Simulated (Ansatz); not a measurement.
**Kick test of a cell of Ge**

The cell was found from a structure generator's guess, not taken from experiment.

All numbers below come from Ansatz, DFT PBE, scalar-relativistic, plane waves, PAW. Cutoff 420 eV; k points 20×20×20 on the computed 1-atom cell (Γ-centred); Gaussian smearing, width 0.10 eV; no spin polarisation.

The cell below (1 atom, space group Pm-3m (No. 221)) is relaxed within its symmetry.

```cif
data_structure
_symmetry_space_group_name_H-M 'P 1'
_symmetry_Int_Tables_number 1
_cell_length_a 2.7110
_cell_length_b 2.7110
_cell_length_c 2.7107
_cell_angle_alpha 90.000
_cell_angle_beta 90.000
_cell_angle_gamma 89.999
_cell_volume 19.92
loop_
_atom_site_label
_atom_site_type_symbol
_atom_site_fract_x
_atom_site_fract_y
_atom_site_fract_z
_atom_site_occupancy
Ge1 Ge 0.50000 0.50000 0.00000 1
```

For the test a repeat of it with 4 atoms (edges 2.71, 5.42, 5.42 Å) was strained at random (σ = 1.5 % a component), the atoms were moved at random (σ = 0.15 Å), and all was relaxed again on a coarse 8×4×4 mesh (in the run’s order of axes) with 0.20 eV smearing, with no symmetry imposed.

Q: Is the structure stable against such a distortion?

A: It returns, within 2 meV/atom of the unmoved cell on that mesh and with the same symmetry when read at 0.1 Å (P-1 at 0.01 Å, so small strains and shifts remain). So it is stable against the distortions that fit this cell and that this random move excites. Modes that don't fit the cell aren't tested.
